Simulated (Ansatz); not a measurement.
I need a relaxation followed by a look at the electronic structure of Si, space group Fm-3m. Use Ansatz 0.2.0 through its Python package. Use (first run): r2SCAN, PAW, the default cutoff (500 eV here), 11×11×11 k-points, Fermi-Dirac smearing of 0.1 eV.

```
Si
1.0
     0.00000    1.67000    1.67000
     1.67000    0.00000    1.67000
     1.67000    1.67000    0.00000
Si
1
Direct
  0.00000 0.00000 0.00000
```

The script, `run_pipeline.py`:
```python
'''Relax Si, then bands and states at the relaxed cell.'''

from dataclasses import dataclass

import ansatz as az
import numpy as np


@dataclass(frozen=True)
class Settings:
    filling: str = 'Fermi-Dirac'
    xc: str = 'r2scan'


cfg = Settings()


def count_gap(report):
    # lowest empty less highest filled band, counting bands; zero where they overlap
    return max(report.get('gap_by_band_count_ev') or 0.0, 0.0)


def configured(crystal, spacing):
    return (
        crystal.calculation()
        .occupations(cfg.filling)
        .pseudopotentials('paw')
        .functional(cfg.xc)
        .kpoints(spacing=spacing)
    )

lattice = az.Lattice.of(
    (0.0, 1.67, 1.67),
    (1.67, 0.0, 1.67),
    (1.67, 1.67, 0.0),
)
sites = [
    ('Si', (0.0, 0.0, 0.0)),
]
si = az.Crystal(lattice=lattice)
for symbol, position in sites:
    si = si.atom(symbol, position)

relaxed = configured(si, 0.3).relax(cell=True, force_tolerance=0.02, max_steps=40).checkpoint(write='relax.run').run()
cell = np.asarray(relaxed.lattice.cell_ang)
print('relaxed edges (A):', np.linalg.norm(cell, axis=1).round(4), ' volume:', round(abs(np.linalg.det(cell)), 3), 'A^3')
for site in relaxed.lattice.sites:
    print(' ', site.symbol, np.round(site.position_frac, 4) + 0.0)

final = az.Crystal.from_checkpoint('relax.run')
outcome = configured(final, 0.22).functional('r2scan').stress().band_table().density_of_states(energy_step=0.05).run()
rep = outcome.report
dos = outcome.density_of_states()
print(f'pressure at the relaxed cell {np.trace(rep["stress_gpa"]) / 3:.3f} GPa, gap by band count {count_gap(rep):.3f} eV')
if count_gap(rep) == 0:
    print('states/eV at the Fermi level:', round(float(np.interp(dos.fermi_ev, dos.energies_ev, dos.spin_summed_g_bin_mean_per_ev)), 3))
```

```console
$ python run_pipeline.py
DeckWarning: basis.ecutwfc = 500 eV, auto-derived from the records' recommended cutoffs: set by Si (their level for a meta-GGA)
relaxed edges (A): [2.6937 2.6937 2.6937]  volume: 13.82 A^3
  Si [0. 0. 0.]
DeckWarning: crystal.checkpoint: the structure is that of relax.run, a `relax` run, at its step 8: its result, under r2scan at a charge of 0 e; 1 atoms read, 0 with a starting moment [...]
pressure at the relaxed cell -0.175 GPa, gap by band count 0.000 eV
states/eV at the Fermi level: 0.372
```
(Warnings from the package without file and line, shortened.)

Caveats:
- For a metal this k-point mesh is coarse: on a finer one energies can move by several to tens of meV an atom and pressures by half a GPa or more, differences at one mesh by less.
- An absolute Fermi energy rests on an arbitrary zero of the periodic potential and has no direct meaning.
- A gap by band count of zero or less means overlapping bands, a metal.
- A cell that swells this much on relaxing started as a compressed, perhaps high-pressure structure.
- This isn't the structure that Si takes at ambient conditions.
- Levels are Kohn-Sham eigenvalues on this mesh.
- Where the second run takes another functional or mesh than the relaxation, its pressure isn't zero; pressure is positive in compression.
- The computed bands are complete only to about 7.7 eV above the Fermi level; beyond that the density of states is undercounted.
- It ran for 14 s on 1 thread of Arm Neoverse N1 (shared host), peak memory 0.38 GiB.

(Lines on the test bed's own set-up are left out of the output.)
